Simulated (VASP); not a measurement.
All values below come from AM05 GGA, VASP's PBE PAW potentials (set 64) (plane waves; VASP 6.6.1).

A VASP calculation is set up with these files.

**POSCAR**
```
CsCl
4.1589640
  1.0000001158   0.0000000000   0.0000000000
  0.0000000000   1.0000001158   0.0000000000
  0.0000000000   0.0000000000   1.0000001158
Cs Cl
1 1
Direct
  0.0000000000   0.0000000000   0.0000000000
  0.5000000000   0.5000000000   0.5000000000
```

File KPOINTS:
```
k-points along high-symmetry lines
15
Line-mode
Reciprocal
  0.000000   0.000000   0.000000 ! GAMMA
  0.000000   0.500000   0.000000 ! X

  0.000000   0.500000   0.000000 ! X
  0.500000   0.500000   0.000000 ! M

  0.500000   0.500000   0.000000 ! M
  0.000000   0.000000   0.000000 ! GAMMA

  0.000000   0.000000   0.000000 ! GAMMA
  0.500000   0.500000   0.500000 ! R

  0.500000   0.500000   0.500000 ! R
  0.000000   0.500000   0.000000 ! X

  0.500000   0.500000   0.500000 ! R
  0.500000   0.500000   0.000000 ! M
```

### INCAR
```
! general
SYSTEM  = CsCl
PREC    = Accurate
ENCUT   = 520
LREAL   = .False.
LASPH   = .True.
ICHARG  = 11   ! fixed density

! electronic loop
EDIFF   = 1E-7
NELM    = 100
ALGO    = Normal   ! blocked Davidson
LMAXMIX = 4

! smearing
ISMEAR  = 0   ! Gaussian
SIGMA   = 0.05

! functional
GGA     = AM   ! AM05

! output
LWAVE   = .False.
LCHARG  = .False.
LORBIT  = 11   ! lm-projected
```

POTCAR, in this order: Cs_sv Cl (PBE.64 set). Program: vasp_std. Read from the step before: CHGCAR.

The run wrote:

OSZICAR:
```
       N       E                     dE             d eps       ncg     rms          rms(c)
DAV:   1     0.941001688875E+02    0.94100E+02   -0.69202E+03  2160   0.114E+03
DAV:   2     0.435676174399E+00   -0.93664E+02   -0.87712E+02  3348   0.187E+02
DAV:   3    -0.641621727575E+01   -0.68519E+01   -0.68243E+01  2688   0.572E+01
DAV:   4    -0.649569664391E+01   -0.79479E-01   -0.79428E-01  2512   0.739E+00
DAV:   5    -0.649685899551E+01   -0.11624E-02   -0.11622E-02  2708   0.874E-01
DAV:   6    -0.649688859005E+01   -0.29595E-04   -0.29592E-04  2600   0.136E-01
DAV:   7    -0.649688952876E+01   -0.93871E-06   -0.93866E-06  2732   0.218E-02
DAV:   8    -0.649688956276E+01   -0.34001E-07   -0.34023E-07  2412   0.388E-03
   1 F= -.64968896E+01 E0= -.64968896E+01  d E =-.278189E-14
```

File OUTCAR:
```
 val. band max:       -0.4458420808   @ k =   0.0000   0.0000   0.0000

 cond. band min:       4.6662219111   @ k =   0.0000   0.0000   0.0000



 k-point     1 :       0.0000    0.0000    0.0000
  band No.  band energies     occupation
      1     -19.9126      2.00000
      2     -12.5278      2.00000
      3      -6.3886      2.00000
      4      -6.3886      2.00000
      5      -6.3886      2.00000
      6      -0.4458      2.00000
      7      -0.4458      2.00000
      8      -0.4458      2.00000
      9       4.6662      0.00000
     10       4.9605      0.00000
     11       4.9605      0.00000
     12       9.4784      0.00000

 k-point     2 :       0.0000    0.0357    0.0000
  band No.  band energies     occupation
      1     -19.9117      2.00000
      2     -12.5282      2.00000
      3      -6.3958      2.00000
      4      -6.3870      2.00000
      5      -6.3870      2.00000
      6      -0.4639      2.00000
      7      -0.4484      2.00000
      8      -0.4484      2.00000
      9       4.6976      0.00000
     10       4.9690      0.00000
     11       4.9905      0.00000
     12       9.4674      0.00000

 k-point     3 :       0.0000    0.0714    0.0000
  band No.  band energies     occupation
      1     -19.9091      2.00000
      2     -12.5294      2.00000
      3      -6.4169      2.00000
      4      -6.3825      2.00000
      5      -6.3825      2.00000
      6      -0.5164      2.00000
      7      -0.4560      2.00000
      8      -0.4560      2.00000
      9       4.7895      0.00000
     10       4.9944      0.00000
     11       5.0797      0.00000
     12       9.4460      0.00000

 k-point     4 :       0.0000    0.1071    0.0000
  band No.  band energies     occupation
      1     -19.9048      2.00000
      2     -12.5312      2.00000
      3      -6.4503      2.00000
      4      -6.3751      2.00000
      5      -6.3751      2.00000
      6      -0.5981      2.00000
      7      -0.4682      2.00000
...
```

The density is held fixed in this step, so its total energy and stress have no physical meaning. Unless said otherwise, spin-orbit coupling is left out, though it shifts the bands of the heavy elements here.

The compound is CsCl in the CsCl type structure. It was relaxed first.
